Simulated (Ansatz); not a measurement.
# Dielectric function and optical constants of GaP, part 2 of 2

Wanted: where GaP starts to absorb, how strongly, and its refractive index.

Ansatz 0.2.0; DFT, PBE, plane-wave PAW, default files, scalar-relativistic, independent-particle optical response without local fields.

So far, gap on the path (eV): step 2 (ground state and bands) 1.60.

## 3. Spectrum (continued)

The reflectivity at normal incidence, any direction by photon energy; read off at these points:

```
photon energy (eV)  reflectivity at normal incidence, any direction (%)
             0.000                                                 28.6
             0.250                                                 28.7
             0.500                                                 28.9
             0.750                                                 29.2
             1.000                                                 29.7
             1.250                                                 30.4
             1.500                                                 31.4
             1.750                                                 32.8
             2.000                                                 34.4
             2.250                                                 36.1
             2.500                                                 38.8
             2.750                                                 45.1
             2.850                                                 46.2
             3.000                                                 43.9
             3.250                                                 41.3
             3.500                                                 40.5
             3.750                                                 43.1
             4.000                                                 47.8
             4.250                                                 51.0
             4.500                                                 64.7
             4.600                                                 67.1
             4.750                                                 64.8
             5.000                                                 60.2
             5.250                                                 55.0
             5.500                                                 53.3
             5.750                                                 54.6
             6.000                                                 62.7
             6.250                                                 62.5
             6.500                                                 62.1
             6.750                                                 62.9
             7.000                                                 63.3
             7.250                                                 63.1
             7.500                                                 62.5
             7.750                                                 61.7
             8.000                                                 60.7
             8.250                                                 58.7
             8.500                                                 51.2
             8.750                                                 55.4
             9.000                                                 58.7
             9.250                                                 60.0
             9.300                                                 60.2
             9.500                                                 58.6
             9.750                                                 55.8
            10.000                                                 57.6
            10.250                                                 60.4
            10.500                                                 60.2
            10.750                                                 60.2
            11.000                                                 60.7
            11.200                                                 61.3
            11.250                                                 61.2
            11.500                                                 60.9
            11.750                                                 61.0
            12.000                                                 60.7
            12.250                                                 58.8
            12.500                                                 57.2
            12.750                                                 59.1
            13.000                                                 59.6
            13.250                                                 58.9
            13.500                                                 57.3
            13.750                                                 55.6
            14.000                                                 54.1
```

Table of loss function −Im 1/ε at q → 0, any direction by energy loss; read off at these points:

energy loss (eV), loss function −Im 1/ε at q → 0, any direction and a bar:
```
      1.5       0.00 
      2.0       0.00 
      2.5       0.01 
      3.0       0.03 #
      3.5       0.03 #
      4.0       0.03 #
      4.5       0.02 #
      5.0       0.06 ##
      5.5       0.08 ##
      6.0       0.06 ##
      6.5       0.08 ##
      7.0       0.09 ##
      7.5       0.11 ###
      8.0       0.14 ####
      8.5       0.20 #####
      9.0       0.17 #####
      9.5       0.20 ######
     10.0       0.22 ######
     10.5       0.24 #######
     11.0       0.27 #######
     11.5       0.32 #########
     12.0       0.39 ###########
     12.5       0.49 ##############
     13.0       0.57 ################
     13.5       0.78 ######################
     14.0       1.09 ##############################
```

The refractive index n and extinction k by photon energy:

```csv
photon energy (eV),n,k
0.0,3.3,0
0.5,3.32,0
1.0,3.40,0
1.5,3.55,0
2.0,3.84,0.0826
2.5,4.29,0.207
3.0,4.34,1.56
3.5,4.00,1.37
4.0,4.57,1.99
4.5,4.59,4.56
5.0,2.10,3.39
5.5,2.03,2.87
6.0,1.57,3.19
6.5,1.18,2.78
7.0,0.912,2.50
7.5,0.752,2.23
8.0,0.659,1.99
8.5,0.753,1.76
9.0,0.594,1.79
9.5,0.498,1.60
10.0,0.488,1.55
10.5,0.392,1.41
11.0,0.345,1.31
11.5,0.305,1.19
12.0,0.274,1.08
12.5,0.280,0.990
13.0,0.236,0.901
13.5,0.228,0.792
14.0,0.230,0.701
```

At chosen wavelengths:

```csv
wavelength (nm),n,k,R (%),1/α
1550,3.36,0.000,29.3,over 1 mm
800,3.57,0.000,31.6,over 1 mm
633,3.82,0.070,34.2,718 nm
450,4.99,0.740,45.2,48 nm
405,4.22,1.557,43.1,21 nm
365,3.97,1.421,40.6,20 nm
308,4.57,2.030,48.0,12 nm
```

Rows near the edge hang on the gap, which this functional as a rule makes too small, and phonon-assisted absorption is left out.

Through 1 µm of it, D65 light comes out orange, dark (x = 0.602, y = 0.392; 3 % transmitted). A larger true gap would move the edge to shorter wavelengths and change the colour.

The f-sum over the summed bands holds 8.3 of the cell's 18 electrons outside the frozen cores, 10 of which lie in bands more than 12 eV below the Fermi level, whose transitions come at higher energies. Up to 14 eV the strength has a mean oscillator energy of 4.9 eV, close to the main peak.

## 4. Results

- gap on the path: 1.60 eV
- least direct gap on the path: 1.83 eV
- electronic dielectric constant ε∞, mean over x, y and z (by symmetry where fewer were run) (independent particles): 10.9
- absorption onset, first axis (α over 10⁴ cm⁻¹, or the direct gap if that lies higher): 1.91 eV
- main peak of Im epsilon, first axis: 4.48 eV
- photocurrent from vertical transitions in a film 500 nm thick on a perfect mirror (two passes), AM1.5G, no front reflection, all carriers collected: 16.7 mA/cm²

At this level (PBE, independent particles) GaP has ε∞ = 10.9 and n = 3.36 at 1550 nm; absorption sets in near 1.9 eV, and Im ε peaks at 4.5 eV. The gap is indirect (1.60 eV), so absorption without phonons can begin only at the direct gap of 1.83 eV. The absorption coefficient passes 10⁴ cm⁻¹ at 1.91 eV, inside the visible range. Distinct maxima of Im ε, read by a parabola through the highest points, lie at 2.92 eV (14), 4.48 eV (42) and 5.78 eV (14). The f-sum over the summed bands holds 8.3 of the cell's 18 electrons outside the frozen cores, 10 of which lie in bands more than 12 eV below the Fermi level, whose transitions come at higher energies. Up to 14 eV the strength has a mean oscillator energy of 4.9 eV, close to the main peak. Through 1 µm of it, D65 light comes out orange, dark (x = 0.602, y = 0.392; 3 % transmitted). A larger true gap would move the edge to shorter wavelengths and change the colour. Excitons and phonon-assisted transitions are missing, and so are local fields; PBE gaps are as a rule too small, which pulls the onset down and ε∞ up. In the base run ε includes the program's bounded estimate of what the bands above those summed add.

[Logs are printed without paths, hosts, clocks, repeated set-up lines and the standing remarks that a program may print on its own settings, such as how far it seeks lower states.]

[Hosts, paths, dates, database ids (printed as entryN), source tags and the programs' standing remarks are cut or masked in the printed files.]
